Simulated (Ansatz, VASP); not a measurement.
Ge: VASP beside Ansatz

```
CELL_PARAMETERS angstrom
-1.68099 1.68099 1.68099
1.68099 -1.68099 1.68099
1.68099 1.68099 -1.68099
ATOMIC_POSITIONS crystal
Ge 0.00000 0.00000 0.00000
```

Alike in both runs: task relaxation of cell and atoms; functional PBE; k mesh 18 × 18 × 18; occupations fermi-dirac, width 0.08 eV; no spin polarisation.

```csv
,VASP,Ansatz
version,VASP 6.6.1,Ansatz 0.2.0
potentials or method,"VASP PAW PBE potentials, release 64 (Ge_d)","PAW with Ansatz's default frozen-core files, scalar-relativistic"
plane-wave cutoff (eV),600,420
valence electrons in the cell,14,14
```

VASP gave:

```
relaxed volume (Å³/atom)                                     : 19.34
relaxed cell length with the largest relative difference (Å) : 2.929
energy change over the relaxation (meV/atom)                 : -1
```

**Question.** Estimate Ansatz's values.

**Answer.** Relaxed volume (Å³/atom): 19.33; relaxed cell length with the largest relative difference (Å): 2.928; energy change over the relaxation (meV/atom): -1.
